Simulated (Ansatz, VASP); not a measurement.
## One calculation of GaAs, two programs

```
CELL_PARAMETERS angstrom
0.00000 2.75801 2.75801
2.75801 0.00000 2.75801
2.75801 2.75801 0.00000
ATOMIC_POSITIONS crystal
Ga 0.00000 0.00000 0.00000
As 0.25000 0.25000 0.25000
```

Change from the starting cell: hydrostatic strain -2.6%.

Alike in both runs: task single point; functional r2SCAN; k mesh 8 × 8 × 8; no spin polarisation.

```csv
,VASP,Ansatz
version,VASP 6.6.1,Ansatz 0.2.0
potentials or method,"VASP PAW PBE potentials, release 64 (Ga_d, As)","plane waves, PAW"
plane-wave cutoff (eV),520,500
occupations,"gaussian, width 0.01 eV",fixed
valence electrons in the cell,18,28
```

Ansatz gave:

```
gap on the k mesh at the Fermi level (eV) : 1.61
pressure (GPa)                            : 7.0
```

**Question.** Which values does VASP return?

**Answer.** gap on the k mesh at the Fermi level (eV): 1.59; pressure (GPa): 7.2.

The two sets of potentials don't hold the same shells in valence.

Caveats: the PAW data sets were made with another functional, which shifts forces and pressure a little (VASP). A k mesh can miss the band edges.
